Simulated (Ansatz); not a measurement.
## SCF log, TiO$_{2}$

System: TiO$_{2}$, an experimental structure (space group I4_1/amd); the cell holds 6 atoms. Source: COD entry 9015929, which need not be the ambient phase.

All numbers below come from DFT, PBEsol, PAW, plane waves, scalar-relativistic (Ansatz).

Input:

```yaml
crystal:
  lattice:
    - [-1.89225, 1.89225, 4.75715]
    - [1.89225, -1.89225, 4.75715]
    - [1.89225, 1.89225, -4.75715]
  atoms:
    - { symbol: Ti, position: [0.0, 0.0, 0.0] }
    - { symbol: Ti, position: [0.75, 0.25, 0.5] }
    - { symbol: O, position: [0.20806, 0.20806, 0.0] }
    - { symbol: O, position: [0.95806, 0.45806, 0.5] }
    - { symbol: O, position: [0.54194, 0.04194, 0.5] }
    - { symbol: O, position: [0.79194, 0.79194, 0.0] }
hamiltonian:
  xc: pbesol
  pseudopotentials: { kind: paw }
basis:
  ecutwfc: 420
kpoints:
  mp_grid: { grid: [5, 5, 7] }
scf:
  occupations: { method: gaussian, width: 0.05 }
  lower_state_search: "off"
output:
  forces: true
  stress: true
```

The run was started with:
```sh
ansatz run input.yaml --threads 2 --pin off --max-ram 5120MiB --backend cpu --events-out ev --progress --plain --runs-dir out
```

What the program printed (shortened):

```
Warning: crystal.symmetry: narrowed to the stabiliser of the k-point mesh — unitary ops 16 → 4; excluded 12 operations that carry a point of the 5×5×7 mesh (shift [0, 0, 0]) off the mesh (the run samples exactly the mesh kpoints.mp_grid names, as under crystal.symmetry.detect: false, and its converged state has the mesh's symmetry, not the crystal's; [...]
basis.fft_grid_basis auto: the FFT boxes are laid along the combinations [[1, 0, 1], [0, 1, 1], [0, 0, 1]] of the cell's own vectors, 3.784, 3.784 and 5.458 Å long. The dense box has 27×27×40 points. Along the cell's own vectors, as sized, it would have 40×40×40, 2.19 times as many. [...]
Pseudopotentials: kind: paw
Pseudopotential: Ti, paw, valence charge 12, recommended cutoff 420 eV (normal), Ti.paw.azcp
Pseudopotential: O, paw, valence charge 6, recommended cutoff 420 eV (normal), O.paw.azcp
Functional definition: PBEsol
Crystal: 6 atoms, lattice volume = 68.134 Å³
Basis set: ecut = 420 eV, 1315 PW (Γ), FFT grids on a1+a3, a2+a3, a3, exchange–correlation on 54×54×80 points (8 copies of the dense FFT grid, shifted against one another)
Bands: 30, of which v1, the nominal top of the filled ones, is band 24 counted from 1 (23 counted from 0)
Symmetry: 4 space group operations
k-points: 54 of 175
Non-local potential: Ti, projectors of the file, l = 0: 3, l = 1: 2, l = 2: 3, l = 3: 1
Non-local potential: O, projectors of the file, l = 0: 2, l = 1: 2, l = 2: 1
PAW frozen core: Ti, regenerated for the run's functional, and the local potential with it (the file was generated under x = pbe(κ = 0.804, μ = 0.2195149727645171), c = pbe(β = 0.06672455060314922))
PAW frozen core: O, regenerated for the run's functional, and the local potential with it (the file was generated under x = pbe(κ = 0.804, μ = 0.2195149727645171), c = pbe(β = 0.06672455060314922))
Initial density: superposition of atomic densities (neutral atoms: chi_scale 0, normalization atom), corrected by the library's trained network
Initial wavefunctions: pseudopotential atomic-orbital guess
Functional: x = pbesol(κ = 0.804, μ = 0.12345679012345678), c = pbesol(β = 0.046)
SCF iter   1: F=—  HF=-7199.762740 eV  |F-HF|=—  |Δ(HF+E_count)|=         —  Δρ=1.61e-2  dr2=1.36e-1  ethr=1.77e-3  ⟨swp⟩=5.1  Hψ=6607  notcnv=0
preconditioner: auto → none  [insulator: Δε(μ)=1.924 eV  Ē_g=9.554 eV  σ=0.050 eV  W_gap=1.00  n_scr=14 (ndim 8)  ℏωp=25.4 eV  f_vac=0.103  D(μ)=0.00/eV (n_scr^D=0)  ε∞_Penn≈8.1]
SCF iter   2: F=—  HF=-7199.767842 eV  |F-HF|=—  |Δ(HF+E_count)|=   5.10e-3  Δρ=1.68e-2  dr2=1.89e-1  ethr=2.83e-4  ⟨swp⟩=2.0  Hψ=3142  notcnv=0  defer=90
SCF iter   3: F=—  HF=-7199.731343 eV  |F-HF|=—  |Δ(HF+E_count)|=   3.65e-2  Δρ=2.22e-3  dr2=1.85e-3  ethr=2.83e-4  ⟨swp⟩=2.1  Hψ=2418  notcnv=0  defer=90
SCF iter   4: F=—  HF=-7199.731320 eV  |F-HF|=—  |Δ(HF+E_count)|=   2.27e-5  Δρ=6.86e-4  dr2=9.46e-5  ethr=3.85e-6  ⟨swp⟩=2.0  Hψ=2697  notcnv=0  defer=36
automatic band count: iteration 4 solves 29 bands in place of 30: the levels show a gap, and the empty bands left out lie too high to hold charge; the band table lists the bands solved (type scf.n_extra_bands for more)
SCF iter   5: F=—  HF=-7199.731348 eV  |F-HF|=—  |Δ(HF+E_count)|=   2.75e-5  Δρ=1.62e-4  dr2=1.80e-5  ethr=1.97e-7  ⟨swp⟩=2.3  Hψ=2519  notcnv=0  defer=36
SCF iter   6: F=-7199.731344 eV  HF=-7199.731344 eV  |F-HF|=2.44e-8  |Δ(HF+E_count)|=   3.72e-6  Δρ=1.81e-5  dr2=8.58e-8  ethr=2.08e-10  ⟨swp⟩=3.7  Hψ=7185  notcnv=0
SCF 1 converged in 6 iterations: F = -7199.731344 eV  dr2 = 8.58e-8
  greatest PAW one-centre occupation: 0.999 electrons in one spin orbital (limit 2), on the Ti atom at site 1 (counted from 0), in its partial waves of l = 0
SCF converged after 6 iterations
Free energy (F): -7199.731344 eV
Harris-Foulkes:  -7199.731344 eV  (|F-HF|=2.44e-8)
Internal energy: -7199.731344 eV  (E = F + TS)
E sigma→0 (E₀):  -7199.731344 eV
Fermi energy:    8.250287 eV
--- Per-component energies (eV) ---
  E_band       = -458.226560
  E_kinetic    = 1244.341671
  E_local      = -3566.264133  (includes V_loc(G=0)·N_el)
  E_nonlocal   = 200.255242
  E_hartree    = 1379.038072
  E_xc         = -486.797064
  E_vxc        = -619.610098  (∫ρ·V_xc dr)
  E_paw        = -2648.877829  (= ΣΔE_a)
  E_vpaw       = -475.042959  (= ΣTr[D̂ρ^β])
  E_aug_tail   = 0.010002  (compensation charges beyond the density's cutoff)
  E_ewald      = -3321.857224
  E_core_change = 0.419920  (= ΣΔE_core)
  E_smearing   = -0.000000  (= −TS)
  E_closure    = -0.000000  (closes the sum)
  Σ components = -7199.731344   (vs F -7199.731344, Δ=0.00e0)
--- Forces (eV/Å), atoms counted from 1 ---
  atom   1  Ti     0.00005760    -0.00005760     0.00000000
  atom   2  Ti    -0.00005760     0.00005760     0.00000000
  atom   3  O      0.00001222    -0.00003290    -0.00270684
  atom   4  O     -0.00003290     0.00001222    -0.00270684
  atom   5  O     -0.00001222     0.00003290     0.00270684
  atom   6  O      0.00003290    -0.00001222     0.00270684
  max |Σ_I F_I| component: 0.00e0 eV/Å
--- Stress (GPa, compression-positive) ---
       -1.396386      -0.000837       0.000471
       -0.000837      -1.396386       0.000471
        0.000471       0.000471      -0.406657
  P = ⅓ Tr σ = -1.0665 GPa (-10.665 kbar)
```

Gaps of semilocal functionals run low against measured ones. The mesh has less symmetry than the lattice, which lowers the symmetry of the run.

The run took 2.2 s on 2 threads of Arm Neoverse V2, on a shared host, peak memory 0.38 GiB.
